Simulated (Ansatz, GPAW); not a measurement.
This is a calculation of C for GPAW 26.7.0 (ASE script). Atoms were shifted at random by some hundredths of an Å from the given cell, which wasn't relaxed again for these runs. This isn't the form of C at room conditions, which is graphite.

File run.py:

```python
from ase import Atoms
from ase.dft.bandgap import bandgap
from ase.io import write
from ase.units import GPa
from gpaw import GPAW, PW, setup_paths

setup_paths.insert(0, '.')

atoms = Atoms(['C', 'C'],
              cell=[[0.0, 1.78337, 1.78337],
                    [1.78337, 0.0, 1.78337],
                    [1.78337, 1.78337, 0.0]],
              scaled_positions=[[0.747776, 0.753063, 0.754163],
                                [0.489281, 0.498603, 0.493599]],
              pbc=True)

calc = GPAW(mode=PW(800),
            xc='PBEsol',
            kpts={'size': (13, 13, 13), 'gamma': True},
            occupations={'name': 'fermi-dirac', 'width': 0.05},
            nbands=11,
            convergence={'density': 1e-05, 'energy': 1e-05},
            maxiter=150,
            txt='gpaw.txt')
atoms.calc = calc
energy = atoms.get_potential_energy()
forces = atoms.get_forces()
stress = atoms.get_stress()
calc.write('gs.gpw')
write('result.traj', atoms)
print(f'Energy: {energy:.6f} eV')
print('Forces (eV/A):')
print(forces.round(4))
print('Stress (GPa):', (stress / GPa).round(3))
print('Fermi level:', round(calc.get_fermi_level(), 4), 'eV')
print(f'Gap: {bandgap(calc)[0]:.4f} eV, direct: {bandgap(calc, direct=True)[0]:.4f} eV')
```

Potentials or basis: PAW data sets generated in the run's folder for this functional, pw.

Command:

```bash
$ gpaw-setup -f PBEsol C
$ OMP_NUM_THREADS=1 python run.py
```

Q: Set up the same calculation for Ansatz 0.2.0. Potentials or basis there: all-electron LAPW, scalar-relativistic.

A: As run (cutoffs and basis follow the program's own potentials, and thresholds, step limits or extra output files can differ):

The input input.yaml:

```yaml
crystal:
  lattice:
    - [0.0, 1.78337, 1.78337]
    - [1.78337, 0.0, 1.78337]
    - [1.78337, 1.78337, 0.0]
  atoms:
    - { symbol: C, position: [0.747776, 0.753063, 0.754163] }
    - { symbol: C, position: [0.489281, 0.498603, 0.493599] }
kpoints:
  mp_grid: { grid: [13, 13, 13] }
scf:
  occupations: { method: fermi_dirac, width: 0.05 }
hamiltonian:
  xc: pbesol
  pseudopotentials: { kind: all_electron, lapw: { basis_error: 0.001 } }
output:
  forces: true
  stress: true
  eigenvalues: true
  populations: true
```

Potentials or basis: all-electron LAPW, scalar-relativistic.

Run with:

```bash
$ ansatz run input.yaml --threads 1 --pin off --max-ram 3072MiB --backend cpu --events-out ev --progress --plain --runs-dir out
```

Both were run:

|  | GPAW | Ansatz |
| --- | --- | --- |
| Pressure | -4.4 GPa | -4.0 GPa |
| Largest force | 1.654 eV/Å | 1.653 eV/Å |

Where Ansatz's input types no cutoff or centring, it takes its own default and a Γ-centred mesh.

Pressure is positive in compression.
